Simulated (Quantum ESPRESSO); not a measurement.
**Mg under changes of volume**

One of the cells (23.237 Å³/atom); the others are scaled copies at fixed shape and fractional positions:

```
CELL_PARAMETERS angstrom
3.20930 0.00000 0.00000
-1.60465 2.77934 0.00000
0.00000 0.00000 5.21030
ATOMIC_POSITIONS crystal
Mg 0.66667 0.33333 0.75000
Mg 0.33333 0.66667 0.25000
```

```yaml
Program: Quantum ESPRESSO 7.5
Functional: LDA
Potentials_or_basis: GBRV 1.5 LDA
Cutoff: 612 eV
Density_cutoff: 4898 eV
k_mesh: 10 × 10 × 5
Occupations: fermi-dirac, width 0.05 eV
Spin: no spin polarisation
```

```tsv
volume (Å³/atom)	energy over the lowest point (meV/atom)	pressure (GPa)
21.843	0.00	-0.4
22.308	2.19	-1.2
22.772	6.41	-1.9
23.237	12.48	-2.5
23.702	20.24	-3.0
24.167	29.44	-3.5
24.631	?	?
```

Problem. What does the run at 24.631 Å³/atom give?

Solution. Energy over the lowest point 40.03 meV/atom; pressure -4.0 GPa.

Worked out: A Birch-Murnaghan fit of order 3 (a polynomial in V^(-2/3)) to the other rows has its minimum at 21.63 Å³/atom, just outside them, with B0 = V·E''(V) = 39 GPa and B' = 4.1 at fixed shape and positions, which overstates the stiffness. It gives 39.97 meV/atom at 24.631 Å³/atom, against the run's 40.03, and -dE/dV = -3.8 GPa, against -4.0.

Energies are extrapolated to zero smearing.
